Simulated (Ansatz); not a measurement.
Input, command and steps of an Ansatz relaxation.

```yaml
crystal:
  lattice:
    - [0.0, 1.7721, 1.7721]
    - [1.7721, 0.0, 1.7721]
    - [1.7721, 1.7721, 0.0]
  atoms:
    - { symbol: Co, position: [0.0, 0.0, 0.0], spin: 1.94 }
basis:
  ecutwfc: 420
kpoints:
  mp_grid: { grid: [20, 20, 20] }
hamiltonian:
  xc: pbe
scf:
  occupations: { method: gaussian, width: 0.1 }
output:
  forces: true
  stress: true
  eigenvalues: true
  populations: true
magnetization:
  spin_polarized: true
relax:
  adjacent_minimum: "off"
  f_tol: 0.005
  max_steps: 80
  cell: { stress_tol: 0.05 }
```

```bash
ansatz run input.yaml --threads 1 --pin off --max-ram 2560MiB --backend cpu --events-out ev --progress --plain --runs-dir out
```

Theory: DFT PBE, scalar-relativistic, plane waves, PAW in Ansatz 0.2.0.

Of 5 frames 5 are shown, positions in Å and forces in eV/Å; the SCF threshold varies from step to step. Steps run on the plane waves of an earlier cell, with a Pulay correction in the pressure. The basis is chosen afresh for the last frame, the zero of the energies, and at times for earlier ones too; energy and pressure step there, also at an unchanged geometry.

```xyz
1
Lattice="0.0000 1.7721 1.7721 1.7721 0.0000 1.7721 1.7721 1.7721 0.0000" Properties=species:S:1:pos:R:3:forces:R:3 pbc="T T T" step=1 free_energy_over_end_meV_per_atom=2.99 pressure_GPa=-4.18
Co    0.0000    0.0000    0.0000    0.0000    0.0000    0.0000
1
Lattice="0.0000 1.7654 1.7654 1.7654 0.0000 1.7654 1.7654 1.7654 0.0000" Properties=species:S:1:pos:R:3:forces:R:3 pbc="T T T" step=2 free_energy_over_end_meV_per_atom=0.46 pressure_GPa=-1.90
Co    0.0000    0.0000    0.0000    0.0000    0.0000    0.0000
1
Lattice="0.0000 1.7599 1.7599 1.7599 0.0000 1.7599 1.7599 1.7599 0.0000" Properties=species:S:1:pos:R:3:forces:R:3 pbc="T T T" step=3 free_energy_over_end_meV_per_atom=-0.24 pressure_GPa=0.08
Co    0.0000    0.0000    0.0000    0.0000    0.0000    0.0000
1
Lattice="0.0000 1.7602 1.7602 1.7602 0.0000 1.7602 1.7602 1.7602 0.0000" Properties=species:S:1:pos:R:3:forces:R:3 pbc="T T T" step=4 free_energy_over_end_meV_per_atom=-0.24 pressure_GPa=0.00
Co    0.0000    0.0000    0.0000    0.0000    0.0000    0.0000
1
Lattice="0.0000 1.7602 1.7602 1.7602 0.0000 1.7602 1.7602 1.7602 0.0000" Properties=species:S:1:pos:R:3:forces:R:3 pbc="T T T" step=5 free_energy_over_end_meV_per_atom=0.00 pressure_GPa=-0.02
Co    0.0000    0.0000    0.0000    0.0000    0.0000    0.0000
```

It took 38 s on 1 thread of Arm Neoverse V1, on a shared host, peak memory 0.35 GiB.